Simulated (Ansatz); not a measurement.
# Strain and the gap of LiF (rocksalt)

LiF (rocksalt), relaxed with r2SCAN in Ansatz 0.2.0. The symmetry is Fm-3m (No. 225, cubic); a = 3.990 Å in the conventional setting, 7.94 Å³ an atom. Li has 6 F at 1.99 Å; F has 6 Li at 1.99 Å.

The axes x, y and z are those of this cell:
```
CELL_PARAMETERS angstrom
0.00000 1.99487 1.99487
1.99487 0.00000 1.99487
1.99487 1.99487 0.00000
ATOMIC_POSITIONS crystal
Li 0.00000 0.00000 0.00000
F 0.50000 0.50000 0.50000
```

Unstrained: The PBE gap is indirect, 9.347 eV (Γ–K (0.17 of the way from Γ) to Γ), below the direct gap of 9.348 eV at Γ. Least and direct gap differ so little that the kind isn't settled. The r2SCAN gap is direct at Γ: 10.330 eV. HSE06 gives an indirect gap of 11.674 eV, from Γ–K (0.17 of the way from Γ) to Γ; the least direct gap is 11.675 eV at Γ. Least and direct gap differ so little that the kind isn't settled. Meshes: PBE 10×10×10, r2SCAN 10×10×10, HSE06 8×8×8. Strains are changes of length per length. After each strain the atoms were relaxed again with r2SCAN within the symmetry that the strain leaves, so tilts or polar shifts that break it weren't tested; points keep the names that they have in the unstrained zone. No spin polarisation and no zero-point or thermal motion.

Changes of the least gap in eV (an overlap counts as a negative gap):
```csv
strain,volume change (%),space group,PBE,r2SCAN,HSE06,G0W0@PBE (mesh),"energy rise, r2SCAN (meV/atom)"
isotropic -4.0 % on every length,-11.5,Fm-3m,+1.218,+1.278,+1.304,+1.37,31.7
isotropic -3.0 % on every length,-8.7,Fm-3m,+0.891,+0.935,+0.954,+1.01,17.3
isotropic -2.0 % on every length,-5.9,Fm-3m,+0.579,+0.608,+0.621,+0.66,7.5
isotropic -1.0 % on every length,-3.0,Fm-3m,+0.282,+0.296,+0.304,+0.32,1.8
isotropic +1.0 % on every length,+3.0,Fm-3m,-0.270,-0.282,-0.289,-0.31,1.6
isotropic +2.0 % on every length,+6.1,Fm-3m,-0.527,-0.551,-0.565,-0.60,6.4
isotropic +3.0 % on every length,+9.3,Fm-3m,-0.773,-0.807,-0.830,-0.88,14.0
isotropic +4.0 % on every length,+12.5,Fm-3m,-1.008,-1.052,-1.082,-1.14,24.2
```
Unstrained, G0W0@PBE with 66 empty bands, a screening cutoff of 150 eV and a 6×6×6 mesh gives 13.59 eV on its mesh; the band count follows the volume. G0W0 here is at a finite number of bands, screening cutoff and k mesh, not at the basis limit.

Isotropic -4.0 % on every length. HSE06: the gap goes from 11.674 to 12.978 eV (+1.304 eV). Stress change with r2SCAN, compression positive: xx +12.30, yy +12.30, zz +12.30 GPa. For HSE06, dE_g/d ln V = -10.6 eV over this step.

Isotropic -3.0 % on every length. HSE06: the gap goes from 11.674 to 12.628 eV (+0.954 eV). Stress change with r2SCAN, compression positive: xx +8.59, yy +8.59, zz +8.59 GPa. For HSE06, dE_g/d ln V = -10.4 eV over this step.

Isotropic -2.0 % on every length. HSE06: the gap goes from 11.674 to 12.295 eV (+0.621 eV); the edges go from Γ–K (0.17) → Γ to Γ–K (0.18) → Γ. Stress change with r2SCAN, compression positive: xx +5.34, yy +5.34, zz +5.34 GPa.

Isotropic -1.0 % on every length. HSE06: the gap goes from 11.674 to 11.978 eV (+0.304 eV); the edges go from Γ–K (0.17) → Γ to Γ–K (0.18) → Γ. Stress change with r2SCAN, compression positive: xx +2.49, yy +2.49, zz +2.49 GPa.

Isotropic +1.0 % on every length. HSE06: the gap goes from 11.674 to 11.385 eV (-0.289 eV). Stress change with r2SCAN, compression positive: xx -2.17, yy -2.17, zz -2.17 GPa. For HSE06, dE_g/d ln V = -9.7 eV over this step.

Isotropic +2.0 % on every length. HSE06: the gap goes from 11.674 to 11.109 eV (-0.565 eV). Stress change with r2SCAN, compression positive: xx -4.06, yy -4.06, zz -4.06 GPa. For HSE06, dE_g/d ln V = -9.5 eV over this step.

Isotropic +3.0 % on every length. HSE06: the gap goes from 11.674 to 10.844 eV (-0.830 eV). Stress change with r2SCAN, compression positive: xx -5.70, yy -5.70, zz -5.70 GPa. For HSE06, dE_g/d ln V = -9.4 eV over this step.

Isotropic +4.0 % on every length. HSE06: the gap goes from 11.674 to 10.592 eV (-1.082 eV); least and direct gap lie within 0.04 eV, so its kind isn't settled. Stress change with r2SCAN, compression positive: xx -7.11, yy -7.11, zz -7.11 GPa.

Where an edge lies off the special points, it is a point of the mesh or the k point where a search put PBE's edge or least direct gap, reused for the other functionals, whose own edges may lie a little apart.

The meshes of the hybrids are coarse, so their gaps aren't converged to the digits shown.
